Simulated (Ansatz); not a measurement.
# How cost and error scale: bare MgSe nanowire along [001] (64 atoms) repeated

How do plane waves and support functions scale when bare MgSe nanowire along [001] (64 atoms) is repeated?

Calculated with Ansatz 0.2.0; Kohn-Sham DFT, PBE, PAW (set soft_2, large core), plane waves.

Most raw output is cut from this account.

The database entry behind the starting cell differs from later determinations by our own check (0.1 to 0.3 % short, probably kX units), so it need not match the best structure at ambient conditions.

## 1. The structure

The cell holds 64 atoms: 32 Mg and 32 Se. Cell: a = 18.177 Å, b = 18.177 Å, c = 10.902 Å, α = 90.0°, β = 90.0°, γ = 90.0°. It derives from MgSe (rock-salt). Square section of size parameter 4.53 Å cut from rock-salt MgSe (a = 5.451 Å) along [001], 2 periods, 10 Å of vacuum; not relaxed, displaced by a Gaussian of 0.02 Å. Vacuum lies along a and b. The structure repeats along c.

What the set-up can't give: Beside vacuum, support functions can miss their usual error bounds without a warning.

## 2. Plane waves, typed cell on a dense mesh

The typed cell on a k-mesh is the yardstick: it samples like Γ on the cell repeated as often as the mesh has points along each axis. Its own convergence isn't tested.

Input file input.yaml:

```yaml
crystal:
  lattice:
    - [18.1765, 0.0, 0.0]
    - [0.0, 18.1765, 0.0]
    - [0.0, 0.0, 10.902]
  atoms:
    - { symbol: Mg, position: [0.27619, 0.27508, 0.0012] }
    - { symbol: Se, position: [0.27306, 0.2742, 0.25189] }
    - { symbol: Mg, position: [0.27591, 0.27564, 0.49883] }
    - { symbol: Se, position: [0.27622, 0.2743, 0.74966] }
    - { symbol: Se, position: [0.27558, 0.42516, 0.00049] }
    - { symbol: Mg, position: [0.27504, 0.57557, 0.00192] }
    - { symbol: Mg, position: [0.27268, 0.42386, 0.24882] }
    - { symbol: Se, position: [0.2754, 0.57569, 0.24922] }
[... 52 atom lines left out ...]
    - { symbol: Mg, position: [0.72486, 0.72293, 0.99987] }
    - { symbol: Se, position: [0.72252, 0.7243, 0.24959] }
    - { symbol: Mg, position: [0.72425, 0.72435, 0.50138] }
    - { symbol: Se, position: [0.7246, 0.72463, 0.75084] }
kpoints:
  mp_grid: { grid: [1, 1, 2] }
hamiltonian:
  xc: pbe
  pseudopotentials: { kind: paw, core: large }
scf:
  occupations: { method: fermi_dirac, width: 0.05 }
output:
  forces: true
  populations: true
  dos:
    method: { smearing: { sigma: 0.1 } }
    de: 0.1
    projected: { site_lists: { Mg: [Mg], Se: [Se] } }
  eigenvalues: true
```

Run with:

```sh
> ansatz run input.yaml --threads 8 --pin off --max-ram 15872MiB --backend cpu --events-out ev --progress --plain --runs-dir out
```

Run time: 53 s. Hardware: 8 threads of Arm Neoverse V2, shared host; peak memory 9.3 GiB; 6.6 min of CPU time.

The program notes that potentials were chosen by core size.

Numbers from this run:

```yaml
free_energy: -144130.9946 eV
free_energy_per_atom: -2252.0468 eV/atom
scf_cycles: 11
r_m_s_force_component: 0.3425 eV/Å
longest_force: 1.051 eV/Å
fermi_energy: 0.06383 eV
spacing_of_highest_filled_and_lowest_empty_level: 1.703 eV
spilling_of_the_projection: 0.009645
```

The r.m.s. force component of 0.34 eV/Å sets the scale for the differences below.

## 3. Plane waves, 64 atoms

The typed cell is solved at Γ alone, the coarsest sampling of the series.

input.yaml, the sections that differ from step 2:

```yaml
kpoints:
  mp_grid: { grid: [1, 1, 1] }
output:
  forces: true
  eigenvalues: true
# crystal, hamiltonian, scf: as in step 2
```

The job ended after 17 s (8 threads; peak memory 3.4 GiB; 2.1 min of CPU time).

The energy lies 1.28 meV/atom below the dense-mesh reference.

## 4. Support functions, 64 atoms

The typed cell is solved at Γ alone, now in support functions.

This step: Kohn-Sham DFT, PBE, PAW (set soft_2, large core), localised support functions (medium) (Ansatz 0.2.0).

Changes to input.yaml since step 3:

```diff
@@ -14,2 +14,5 @@
   occupations: { method: fermi_dirac, width: 0.05 }
+  eigensolver: { kind: { support_functions: { accuracy: medium } } }
+  mixing: { beta: 0.4 }
+  max_iter: 150
 output:
```

It took 63 s on 8 threads; peak memory 4.8 GiB; 8 min of CPU time.

The program notes that the band table was not solved further than the SCF left it and it switched symmetry off.

It converged in 13 SCF cycles; the log is left out.

The energy lies 1.93 meV/atom below the dense-mesh reference, and 0.65 meV/atom below plane waves of the same size, an offset between the two bases that leaves the sampling error alike.

## 5. Plane waves, 128 atoms

The cell is repeated and solved at Γ in plane waves, whose cost grows towards the cube of the size.

This step: Kohn-Sham DFT, PBE, PAW (set soft_2, large core), plane waves (Ansatz 0.2.0).

input.yaml, the sections that differ from step 4:

```yaml
crystal:
  lattice:
    - [18.1765, 0.0, 0.0]
    - [0.0, 18.1765, 0.0]
    - [0.0, 0.0, 10.902]
  atoms:
    [... the 64 atom lines of step 2 ...]
  supercell: [1, 1, 2]
scf:
  occupations: { method: fermi_dirac, width: 0.05 }
# kpoints, hamiltonian, output: as in step 4
```

Elapsed: 83 s, on 8 threads; peak memory 9.4 GiB; 11 min of CPU time.

It converged in 11 SCF cycles; the log is left out.

This repeat at Γ samples the very k-points of the reference's mesh, so the two must agree.

The energy lies 0 meV/atom below the dense-mesh reference.

## 6. Support functions, 128 atoms

The repeated cell is solved at Γ in support functions.

This step: Kohn-Sham DFT, PBE, PAW (set soft_2, large core), localised support functions (medium) (Ansatz 0.2.0).

Changes to input.yaml since step 5:

```diff
@@ -15,2 +15,5 @@
   occupations: { method: fermi_dirac, width: 0.05 }
+  eigensolver: { kind: { support_functions: { accuracy: medium } } }
+  mixing: { beta: 0.2 }
+  max_iter: 150
 output:
```

Run time: 2.5 min. Hardware: 8 threads; peak memory 8 GiB; 20 min of CPU time.

The program notes that the correction for the support functions is uncertain.

The energy lies 0.648 meV/atom below the dense-mesh reference, and 0.65 meV/atom below plane waves of the same size, an offset between the two bases that leaves the sampling error alike.

## 7. Cost and error against size

Differences are against the typed cell on a 1×1×2 mesh, which samples like Γ on 128 atoms (r.m.s. force component 0.342 eV/Å, gap 1.70 eV). Every repeated cell is solved at Γ, and forces are averaged over the copies of each atom. Hardware: 8 threads of Arm Neoverse V2, shared host.

```tsv
atoms	repeats	basis	Δ force, r.m.s. (meV/Å)	Δ energy (meV/atom)	less plane waves of the same size (meV/atom)	gap (eV)	spread among copies (meV/Å)	SCF cycles	time	host memory (GiB)
64	1×1×1	plane waves	10.5	-1.28	-	1.76	-	11	17 s	3.4
64	1×1×1	support functions	10.3	-1.93	-0.65	1.76	-	13	63 s	4.8
128	1×1×2	plane waves	0.005	0	-	1.70	0	11	83 s	9.4
128	1×1×2	support functions	0.412	-0.648	-0.65	1.70	0.022	14	2.5 min	8.0
```

## 8. What the reference run shows

With the settings judged, the reference run is read for its physics.

Neighbours are counted within 3.18 Å (Mg-Se).

Length of the force by element and coordination:

```tsv
element	coordination	atoms	mean length of the force (eV/Å)	spread	least	most
Mg	all	32	0.574	0.285	0.0816	1.05
Mg	4	8	0.955	0.0558	0.876	1.05
Mg	5	16	0.583	0.086	0.408	0.703
Mg	6	8	0.174	0.0492	0.0816	0.241
Se	all	32	0.509	0.186	0.0846	0.816
Se	4	8	0.464	0.0626	0.353	0.557
Se	5	16	0.659	0.0798	0.519	0.816
Se	6	8	0.254	0.098	0.0846	0.411
```

Löwdin charges by element and coordination (they lack the spilled electrons, 0.077 e an atom on average):

```tsv
element	coordination	atoms	mean charge (e)	spread	least	most
Mg	all	32	1.42	0.0126	1.40	1.43
Mg	4	8	1.40	0.0025	1.40	1.41
Mg	5	16	1.43	0.0017	1.43	1.43
Mg	6	8	1.43	0.0022	1.43	1.43
Se	all	32	-1.27	0.0288	-1.30	-1.22
Se	4	8	-1.22	0.0022	-1.22	-1.22
Se	5	16	-1.28	0.0024	-1.28	-1.27
Se	6	8	-1.30	0.002	-1.30	-1.29
```

Density of states as counts of states in windows of 1 eV (from the Fermi level), total and the larger projections:

```tsv
from (eV)	to (eV)	total	Se p	Mg s
-10	-6	0.0	0.0	0.0
-6	-5	1.0	0.7	0.2
-5	-4	37.4	30.0	6.1
-4	-3	31.7	26.4	3.8
-3	-2	47.7	43.7	1.9
-2	-1	64.5	61.5	0.9
-1	0	9.7	9.4	0.1
0	1	1.0	0.0	0.7
1	2	12.6	2.2	7.8
2	3	27.3	3.9	12.6
3	4	34.5	2.2	6.9
```

Between -26 and -10 eV lie 64 more states.

The stored curve holds about 256 of the 512 electrons; the rest, give or take the few that broadening carries across the Fermi level, lie in deeper levels below its range.

The levels nearest the highest filled one (over half full), pooled over k-points and spins:

```tsv
level less the highest filled one (eV)	occupation
-0.0851	2
-0.0447	2
-0.0442	2
-0.0284	2
-0.0182	2
0	2
1.70	0
2.04	0
2.12	0
2.14	0
2.39	0
2.40	0
```

Forces differ by site in this geometry: Mg atoms with 4 neighbours bear 0.95 eV/Å on average, against 0.58 eV/Å for those with 5. Mean Löwdin charges: Mg +1.42, Se -1.27 e (they miss 0.96 % of the electrons, so they add up to more than the cell's charge). The largest share in the top eV of filled states is Se p (98 % of the projected weight), and in the lowest eV of empty states Mg s (73 % of the projected weight).

## 9. What came out

```json
{"free energy per atom": "-2252.0468 eV/atom", "r.m.s. force component": "0.3425 eV/Å", "gap (highest filled to lowest empty level)": "1.703 eV", "wall time of the 5 DFT runs": "6.1 min"}
```

**Reading.** Repeating the cell at Γ samples more k-points: in plane waves the energy difference from the dense mesh goes from -1.28 meV/atom at 64 atoms to 0 at 128, and the force difference from 10 to 0.005 meV/Å; the gap goes from 1.76 to 1.70 eV. At equal size the support functions lie 0.65 meV/atom below plane waves, likely because their grid holds more waves than 420 eV; no run tests this. At the largest size the support functions' forces differ from the reference by 0.12 % of the r.m.s. force, where they sample the same k-points.

Between filled and empty levels lie 1.70 eV (on the run's k-points); a semilocal functional tends to put such gaps too low. Forces differ by site in this geometry: Mg atoms with 4 neighbours bear 0.95 eV/Å on average, against 0.58 eV/Å for those with 5.

What to keep in mind: The geometry was built by rule, was displaced at random and isn't relaxed at this level: its force components are 0.34 eV/Å r.m.s.

[Logs are printed without paths, hosts, clocks, repeated set-up lines and the standing remarks that a program may print on its own settings, such as how far it seeks lower states.]

[Hosts, paths, dates, database ids (printed as entryN), source tags and the programs' standing remarks are cut or masked in the printed files.]
